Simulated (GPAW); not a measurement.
Here is a GPAW 26.7.0 calculation.

run.py

```python
from ase import Atoms
from ase.eos import EquationOfState
from ase.io import Trajectory
from ase.units import GPa
from gpaw import GPAW, PW

atoms = Atoms(['S', 'Be'],
              cell=[[0.0, 2.425, 2.425],
                    [2.425, 0.0, 2.425],
                    [2.425, 2.425, 0.0]],
              scaled_positions=[[0.75, 0.75, 0.75],
                                [0.0, 0.0, 0.0]],
              pbc=True)

traj = Trajectory('eos.traj', 'w')
volumes, energies = [], []
for x in [0.94, 0.96, 0.98, 1.0, 1.02, 1.04, 1.06]:
    a = atoms.copy()
    a.set_cell(atoms.cell * x**(1 / 3), scale_atoms=True)
    calc = GPAW(mode=PW(800),
                xc='PBE',
                kpts={'size': (9, 9, 9), 'gamma': True},
                occupations={'name': 'fermi-dirac', 'width': 0.05},
                nbands=11,
                convergence={'density': 1e-05, 'energy': 1e-05},
                maxiter=150,
                txt=f'eos-{x:.2f}.txt')
    a.calc = calc
    energies.append(a.get_potential_energy(force_consistent=True))
    volumes.append(a.get_volume())
    p = -a.get_stress()[:3].mean() / GPa
    calc.write(f'eos-{x:.2f}.gpw')
    traj.write(a)
    print(f'{x:.2f} {volumes[-1]:10.4f} A^3 {energies[-1]:14.6f} eV {p:9.3f} GPa', flush=True)

v0, e0, B = EquationOfState(volumes, energies, eos='birchmurnaghan').fit()
print(f'V0 = {v0:.4f} A^3, E0 = {e0:.6f} eV, B0 = {B / GPa:.2f} GPa')
```

Potentials or basis: GPAW PAW data sets (gpaw-data 1.2.1), pw.

The run is started by

```console
$ OMP_NUM_THREADS=1 python run.py
```

Question: Estimate the equilibrium volume.

Answer: 14.60 Å³/atom.

Question: Estimate the bulk modulus.

Answer: 93 GPa.

Question: What does it give for the pressure derivative of the bulk modulus?

Answer: 3.8.

Energy against volume, from the lowest point:
```csv
volume (Å³/atom),energy (meV/atom)
13.405,32.40
13.690,18.13
13.975,8.23
14.261,2.31
14.546,0.00
14.831,0.99
15.116,4.96
```

PBE usually gives volumes a little too large and moduli too small. Zero-point motion and thermal expansion aren't in these numbers.
